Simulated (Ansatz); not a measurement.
## Fe under changes of volume

One of the cells (12.019 Å³/atom); the others are scaled copies at fixed shape and fractional positions:

```
Fe
1.0
    -1.44300    1.44300    1.44300
     1.44300   -1.44300    1.44300
     1.44300    1.44300   -1.44300
Fe
1
Direct
  0.00000 0.00000 0.00000
```

| Quantity | Value |
| --- | --- |
| Program | Ansatz 0.2.0 |
| Functional | LDA |
| Potentials or basis | Ansatz PAW |
| Cutoff | 420 eV (not typed: the program's choice for these potentials) |
| k mesh | 13 × 13 × 13 |
| Occupations | fermi-dirac, width 0.05 eV |
| Spin | collinear spin, ferromagnetic start |
| Starting moments | [3.0] μB |

```tsv
volume (Å³/atom)	energy over the lowest point (meV/atom)	pressure (GPa)	moment (μB per cell)
11.298	0.00	-17.6	2.09
11.538	29.03	-20.9	2.13
11.778	62.76	-23.7	2.16
12.019	?	?	?
12.259	140.75	-27.5	2.27
12.499	182.90	-28.7	2.33
12.740	226.67	-29.6	2.40
```

Question: What does the run at 12.019 Å³/atom give?

Answer: Energy over the lowest point 100.37 meV/atom; pressure -25.9 GPa; moment 2.20 μB per cell.

Worked out: A Birch-Murnaghan fit of order 3 (a polynomial in V^(-2/3)) to the other rows has no minimum within the range. It gives 100.44 meV/atom at 12.019 Å³/atom, against the run's 100.37, and -dE/dV = -26.1 GPa, against -25.9. A parabola through the other rows of the moment, of slope 0.214 μB per Å³/atom there, gives 2.21 μB, against the run's 2.20.

Energies are extrapolated to zero smearing.

Caveats: the PAW data sets come from PBE, with cores solved anew for the run's functional, which leaves a small shift of forces and pressure.
